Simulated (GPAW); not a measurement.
Runs of GPAW 26.7.0 on Si2Ni. The structure is cubic, space group Fm-3m (No. 225). Conventional cell: a = 5.406 Å, b = 5.406 Å, c = 5.406 Å, α = 90.00°, β = 90.00°, γ = 90.00°. Ni (site symmetry m-3m) is surrounded by 8 Si at 2.34 Å. Si (site symmetry -43m) is surrounded by 4 Ni at 2.34 Å. 

```csv
task,level,U,cell,k mesh,band path,band points,optimizer,fmax,max steps,gap on the mesh (eV),pressure (GPa),moment (μB),relaxed volume (Å³/atom)
band structure,PBEsol+U,Ni d U = 6 eV,as given,9 × 9 × 9,"GXWKGLUWLK,UX",60,-,-,-,-,-2.2,0.00,-
relaxation of cell and atoms,PBEsol+D3,-,relaxed,7 × 7 × 7,-,-,BFGS,0.02 eV/Å,60,none,0.1,0.00,(a)
band structure,PBEsol+U,Ni d U = 1 eV,as given,9 × 9 × 9,"GXWKGLUWLK,UX",60,-,-,-,-,0.0,0.00,-
relaxation of cell and atoms,PBEsol,-,relaxed,7 × 7 × 7,-,-,BFGS,0.02 eV/Å,60,none,0.0,0.00,13.14
band structure,PBEsol+U,Ni d U = 3 eV,as given,9 × 9 × 9,"GXWKGLUWLK,UX",60,-,-,-,-,-0.8,0.00,-
relaxation of cell and atoms,PBEsol+D4,-,relaxed,7 × 7 × 7,-,-,BFGS,0.02 eV/Å,60,none,0.1,0.00,(b)
relaxation of cell and atoms,PBEsol+D3(BJ),-,relaxed,7 × 7 × 7,-,-,BFGS,0.02 eV/Å,60,none,0.2,0.00,12.77
band structure,PBEsol+U,Ni d U = 8 eV,as given,9 × 9 × 9,"GXWKGLUWLK,UX",60,-,-,-,-,-3.2,0.00,-
```

Alike in all rows: potentials or basis PAW data sets generated in the run's folder for this functional, pw; spin collinear, ferromagnetic start; cutoff (eV) 600; smearing fermi-dirac 0.05 eV.

**Question.** Fill in the values left out.

**Answer.** (a) 12.87; (b) 12.91.

Caveats: the stock nickel data set gives pressures a few GPa off other programs; the U is typed as a test and isn't derived for this compound (some runs); each step starts from the last one's moments, so a moment once lost doesn't come back (some runs); later steps reuse the first step's grids (some runs); pairwise dispersion overbinds metals, which lowers pressure and volume (some runs).

A gap of «none» marks a metal or a gap under the smearing width.
